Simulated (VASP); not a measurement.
MgS: evGW0 quasiparticle levels with PBEsol

MgS:

```
S Mg
1.0
     0.00000    2.83312    2.83312
     2.83312    0.00000    2.83312
     2.83312    2.83312    0.00000
S Mg
1 1
Direct
  0.25000 0.25000 0.25000
  0.00000 0.00000 0.00000
```

The cell comes from a database or a generator and needn't be the stable form of this composition.

```yaml
Program: VASP 6.6.1
Task: evGW0 quasiparticle levels
Functional: PBEsol
Potentials_or_basis: VASP PAW PBE potentials, release 64 (S_GW, Mg_GW)
Cutoff: 500 eV
k_mesh: 4 × 4 × 4
Occupations: gaussian, width 0.01 eV
Spin: no spin polarisation
Ladder: free
GW_scheme: evGW0
GW_iterations: 4
Cutoff_of_the_response_function: 200
Frequency_points: 50
Empty_bands: 292
Further_INCAR_settings: ALGO = EVGW0; EDIFF = 1e-08; NBANDS = 296
```

- Band gap on the k mesh, mean-field level: 3.28 eV, direct
- Quasiparticle gap: 5.45 eV
- Least direct quasiparticle gap: 5.45 eV

Levels at points of the mesh, in eV from the valence-band top:
| k point | band 2 | band 3 | band 4 | band 5 | band 6 | band 7 |
| --- | --- | --- | --- | --- | --- | --- |
| (0.00, 0.00, 0.00) | 0.00 | 0.00 | 0.00 | 3.28 | 7.82 | 7.82 |
| (0.50, 0.00, 0.00) | -3.18 | -0.33 | -0.33 | 4.97 | 7.50 | 7.50 |
| (0.50, 0.50, 0.00) | -2.85 | -1.05 | -1.05 | 3.70 | 5.52 | 11.00 |

Quasiparticle gap after each update of the energies (eV): 5.09, 5.39, 5.44, 5.45

It took 3.8 min on 4 MPI ranks on Intel(R) Xeon(R) Platinum 8488C (Sapphire Rapids), with other jobs on the host, peak memory 0.61 GiB a rank.

Caveat: the k mesh is coarse (spacing up to 0.48 Å⁻¹), so the values aren't converged; bands, screening cutoff and mesh are small and nothing is extrapolated, so the quasiparticle values aren't converged. A k mesh can miss the band edges.
